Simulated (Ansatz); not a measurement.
## Relaxation of HfC in the zincblende structure, step by step

Method: PBE, scalar-relativistic; no spin polarisation; PAW, 420 eV, Γ-centred 8×8×8 mesh, 0.05 eV Gaussian smearing; code Ansatz. The datasets are Ansatz's generated set soft_2.

This is a trial structure made by placing the elements on a prototype's sites, so it needn't be the stable form.

```yaml
crystal:
  lattice:
    - [0.0, 2.5221071717, 2.5221071717]
    - [2.5221071717, 0.0, 2.5221071717]
    - [5.0442143434, 5.0442143434, 0.0]
  atoms:
    - { symbol: Hf, position: [-0.025637754, 0.0319300977, 0.0064777317] }
    - { symbol: C, position: [0.2308395263, 0.2239121184, 0.1510782168] }
    - { symbol: Hf, position: [0.0588157167, -0.022012513, 0.5041208708] }
    - { symbol: C, position: [0.223799675, 0.3236248457, 0.5965394774] }
basis:
  ecutwfc: 420
  ecutrho_ratio: 4
kpoints:
  mp_grid: { grid: [8, 8, 8] }
hamiltonian:
  xc: pbe
scf:
  occupations: { method: gaussian, width: 0.05 }
output:
  forces: true
  stress: true
  eigenvalues: true
relax:
  f_tol: 0.02
  max_steps: 80
  cell: { stress_tol: 0.2 }
```

Launched as:
```sh
ansatz run input.yaml --threads 2 --pin off --max-ram 2662MiB --backend cpu --events-out ev --progress --plain --runs-dir out
```

Positions (Å) and forces (eV/Å) at the first step:

```xyz
4
Lattice="0.000 2.522 2.522 2.522 0.000 2.522 5.044 5.044 0.000" Properties=species:S:1:pos:R:3:forces:R:3 pbc="T T T"
Hf    0.113   -0.032    0.016   -1.330    0.222   -0.091
C     1.327    1.344    1.147   -0.778   -1.807    1.988
Hf    2.487    2.691    0.093    3.030   -3.243    0.279
C     3.825    3.574    1.381   -0.922    4.828   -2.177
```

**Question.** Where does the relaxation end?

**Answer.** After 4 further evaluations the energy is 324.0 meV/atom lower and the largest force component 0.001 eV/Å; space group I-4m2.
```xyz
4
Lattice="-0.002 2.524 2.518 2.520 -0.001 2.517 5.043 5.048 -0.004" Properties=species:S:1:pos:R:3 pbc="T T T"
Hf    0.046    0.002    0.028
C     1.306    1.265    1.287
Hf    2.568    2.526    0.026
C     3.828    3.788    1.285
```

The course:

| step | E − E(end) (meV/atom) | largest force component (eV/Å) | P (GPa) | a (Å) | b (Å) | c (Å) | accepted |
| --- | --- | --- | --- | --- | --- | --- | --- |
| 1 | 323.96 | 4.828 | 6.72 | 3.567 | 3.567 | 7.134 | yes |
| 2 | 28.35 | 1.242 | 4.30 | 3.530 | 3.598 | 7.083 | yes |
| 3 | 0.61 | 0.019 | 0.44 | 3.553 | 3.605 | 7.111 | yes |
| 4 | -0.01 | 0.001 | 0.04 | 3.565 | 3.562 | 7.135 | yes |
| 5 | 0.00 | 0.001 | 0.05 | 3.565 | 3.562 | 7.135 | yes |

Late in the path the plane-wave basis is renewed for the changed cell, which shifts energy and pressure at the same geometry (Pulay error), so rows before the renewal hold an offset.

Step 3 in full:

```xyz
4
Lattice="0.015 2.481 2.544 2.548 0.008 2.551 5.088 4.968 0.023" Properties=species:S:1:pos:R:3:forces:R:3 pbc="T T T"
Hf    0.043    0.011    0.030    0.016   -0.019    0.013
C     1.317    1.248    1.304    0.001   -0.004   -0.005
Hf    2.596    2.485    0.042   -0.001    0.008    0.006
C     3.873    3.721    1.315   -0.016    0.015   -0.014
```

Cost: 67 s on 2 threads of Intel(R) Xeon(R) 6975P-C (Granite Rapids), on a shared host, peak memory 0.76 GiB.

These numbers lack spin–orbit coupling. The k-mesh is coarse, so small energy differences aren't converged.
